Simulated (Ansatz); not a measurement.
Runs of Ansatz 0.2.0 on MgS. It takes space group P6_3mc (No. 186, hexagonal). The conventional cell has a = 4.035 Å, b = 4.035 Å, c = 6.432 Å, α = 90.00°, β = 90.00°, γ = 120.00°. S (site symmetry 3m) is surrounded by 4 Mg at 2.45 to 2.47 Å. Mg (site symmetry 3m) is surrounded by 4 S at 2.45 to 2.47 Å. The cell comes from a database or a generator and needn't be the stable form of this composition.

```tsv
screening (1/Å)	gap on the mesh (eV)	pressure (GPa)	largest force (eV/Å)
0.1	(a)	0.0	0.05
0.15	(b)	0.0	0.05
0.4	4.12	0.2	0.05
0.2	4.52	0.0	0.05
0.3	4.29	0.1	0.05
```

Alike in all rows: task single point; level HSE06 form with a typed share of exact exchange; potentials or basis Ansatz PAW; no spin polarisation; cell as given; k mesh 4 × 4 × 2; cutoff (eV) 420; smearing fermi-dirac 0.05 eV; the mesh is coarse, so values aren't converged.

Problem. Estimate the missing entries.

Solution. (a) 4.83; (b) 4.66.

Caveats: all runs use coarse meshes; the PAW data sets come from PBE, with cores solved anew for the run's functional, which leaves a small shift of forces and pressure; the thresholds are loose for stress.

